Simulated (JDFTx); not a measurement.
An input for JDFTx 1.7.0 (patched build) (P):

Contents of bands.in:

```
lattice \
    3.2837277200     0.0000000000     0.0000000000 \
    0.0000000000    34.8570309900     0.0000000000 \
    0.0000000000     0.0000000000     4.6320847100
latt-scale 1.889726124626 1.889726124626 1.889726124626
coords-type Lattice
ion P      0.5000000000     0.9702614300     0.9078492800 1
ion P      0.5000000000     0.0297385700     0.0921507200 1
ion P      0.0000000000     0.0297385700     0.4078492800 1
ion P      0.0000000000     0.9702614300     0.5921507200 1

ion-species pseudo/P.upf
elec-cutoff 22 176
elec-ex-corr gga-PBEsol
elec-smearing Fermi 0.0018374661
elec-n-bands 16
electronic-minimize nIterations 30 energyDiffThreshold 1e-06
davidson-band-ratio 1.3
forces-output-coords Cartesian
include path.kpoints
symmetries none
fix-electron-density run.$VAR

dump-name bands.$VAR
dump End Ecomponents EigStats BandEigs Kpoints Forces
```

File path.kpoints:

```
kpoint +0.0000000000 +0.0000000000 +0.0000000000 0.018867924528
kpoint -0.0833333333 +0.0000000000 +0.0000000000 0.018867924528
kpoint -0.1666666667 +0.0000000000 +0.0000000000 0.018867924528
kpoint -0.2500000000 +0.0000000000 +0.0000000000 0.018867924528
kpoint -0.3333333333 +0.0000000000 +0.0000000000 0.018867924528
kpoint -0.4166666667 +0.0000000000 +0.0000000000 0.018867924528
kpoint -0.5000000000 +0.0000000000 +0.0000000000 0.018867924528
kpoint -0.5000000000 +0.0000000000 -0.1250000000 0.018867924528
kpoint -0.5000000000 +0.0000000000 -0.2500000000 0.018867924528
kpoint -0.5000000000 +0.0000000000 -0.3750000000 0.018867924528
kpoint -0.5000000000 +0.0000000000 -0.5000000000 0.018867924528
kpoint -0.4166666667 +0.0000000000 -0.5000000000 0.018867924528
kpoint -0.3333333333 +0.0000000000 -0.5000000000 0.018867924528
kpoint -0.2500000000 +0.0000000000 -0.5000000000 0.018867924528
kpoint -0.1666666667 +0.0000000000 -0.5000000000 0.018867924528
kpoint -0.0833333333 +0.0000000000 -0.5000000000 0.018867924528
kpoint +0.0000000000 +0.0000000000 -0.5000000000 0.018867924528
kpoint +0.0000000000 +0.0000000000 -0.3750000000 0.018867924528
kpoint +0.0000000000 +0.0000000000 -0.2500000000 0.018867924528
kpoint +0.0000000000 +0.0000000000 -0.1250000000 0.018867924528
kpoint +0.0000000000 +0.0000000000 +0.0000000000 0.018867924528
kpoint +0.0000000000 -0.5000000000 +0.0000000000 0.018867924528
kpoint -0.0714285714 -0.5000000000 +0.0000000000 0.018867924528
kpoint -0.1428571429 -0.5000000000 +0.0000000000 0.018867924528
kpoint -0.2142857143 -0.5000000000 +0.0000000000 0.018867924528
kpoint -0.2857142857 -0.5000000000 +0.0000000000 0.018867924528
kpoint -0.3571428571 -0.5000000000 +0.0000000000 0.018867924528
kpoint -0.4285714286 -0.5000000000 +0.0000000000 0.018867924528
kpoint -0.5000000000 -0.5000000000 +0.0000000000 0.018867924528
kpoint -0.5000000000 -0.5000000000 -0.1000000000 0.018867924528
kpoint -0.5000000000 -0.5000000000 -0.2000000000 0.018867924528
kpoint -0.5000000000 -0.5000000000 -0.3000000000 0.018867924528
kpoint -0.5000000000 -0.5000000000 -0.4000000000 0.018867924528
kpoint -0.5000000000 -0.5000000000 -0.5000000000 0.018867924528
kpoint -0.4375000000 -0.5000000000 -0.5000000000 0.018867924528
kpoint -0.3750000000 -0.5000000000 -0.5000000000 0.018867924528
kpoint -0.3125000000 -0.5000000000 -0.5000000000 0.018867924528
kpoint -0.2500000000 -0.5000000000 -0.5000000000 0.018867924528
kpoint -0.1875000000 -0.5000000000 -0.5000000000 0.018867924528
kpoint -0.1250000000 -0.5000000000 -0.5000000000 0.018867924528
kpoint -0.0625000000 -0.5000000000 -0.5000000000 0.018867924528
kpoint +0.0000000000 -0.5000000000 -0.5000000000 0.018867924528
kpoint +0.0000000000 -0.5000000000 -0.4000000000 0.018867924528
kpoint +0.0000000000 -0.5000000000 -0.3000000000 0.018867924528
kpoint +0.0000000000 -0.5000000000 -0.2000000000 0.018867924528
kpoint +0.0000000000 -0.5000000000 -0.1000000000 0.018867924528
kpoint +0.0000000000 -0.5000000000 +0.0000000000 0.018867924528
kpoint +0.0000000000 +0.0000000000 -0.5000000000 0.018867924528
kpoint +0.0000000000 -0.5000000000 -0.5000000000 0.018867924528
kpoint -0.5000000000 -0.5000000000 +0.0000000000 0.018867924528
kpoint -0.5000000000 +0.0000000000 +0.0000000000 0.018867924528
kpoint -0.5000000000 +0.0000000000 -0.5000000000 0.018867924528
kpoint -0.5000000000 -0.5000000000 -0.5000000000 0.018867924528
```

Potentials or basis: PseudoDojo-SR-PBEsol-0.4.1-standard with smoothed tails.

Command:

```bash
$ jdftx -c 1 -i bands.in -o bands.out
```

Question: Does this run start?

Answer: The run stopped without a result. It printed:

Output:

```text
*************** JDFTx 1.7.0 (patched build) ***************

Input parsed successfully to the following command list (including defaults):
[... the input with its defaults ...]

---------- Initializing the Grid ----------
R =
[      6.20535            0            0  ]
[            0      65.8702            0  ]
[            0            0      8.75337  ]
[... 26 lines left out ...]
Width of ionic core gaussian charges (only for fluid interactions / plotting) set to 0

Reading pseudopotential file 'pseudo/P.upf':
  'P' pseudopotential, 'PBESOL' functional
  Generated using ONCVPSP code by D. R. Hamann
  5 valence electrons, 2 orbitals, 6 projectors, 1001 radial grid points, with lMax = 2
    3S    l: 0   occupation:  2.0   eigenvalue: -0.511448
    3P    l: 1   occupation:  3.0   eigenvalue: -0.201377
  Core radius for overlap checks: 1.66 bohrs.

Initialized 1 species with 4 total atoms.
Specified kpoint weights do not add to 1
Failed.
```
